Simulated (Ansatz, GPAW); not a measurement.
# One calculation of Al, 3 ways

```xyz
1
Lattice="0.0000 2.0248 2.0248 2.0248 0.0000 2.0248 2.0248 2.0248 0.0000" Properties=species:S:1:pos:R:3 pbc="T T T"
Al    0.0000    0.0000    0.0000
```

Alike in all runs: task band structure; functional BLYP; k mesh 11 × 11 × 11; occupations fermi-dirac, width 0.05 eV; no spin polarisation; no spin-orbit coupling. Pressure is positive in compression and, in plane waves, holds the error of the finite cutoff, which Ansatz's Pulay term estimates and takes out.

```csv
program and potentials,plane-wave cutoff (eV),notes,pressure (GPa)
"Ansatz, Ansatz PAW",420,"potentials made for PBE, which Ansatz adapts in part; Pulay term of +0.08 GPa included",3.02
"Ansatz, all-electron LAPW, scalar-relativistic",-,-,?
"GPAW, PAW data sets generated for this functional",600,-,3.02
```

Q: Estimate from the other rows what the run with Ansatz, all-electron LAPW, scalar-relativistic gave.

A: Pressure 3.01 GPa. The other rows, which needn't bracket it: pressure 3.02.
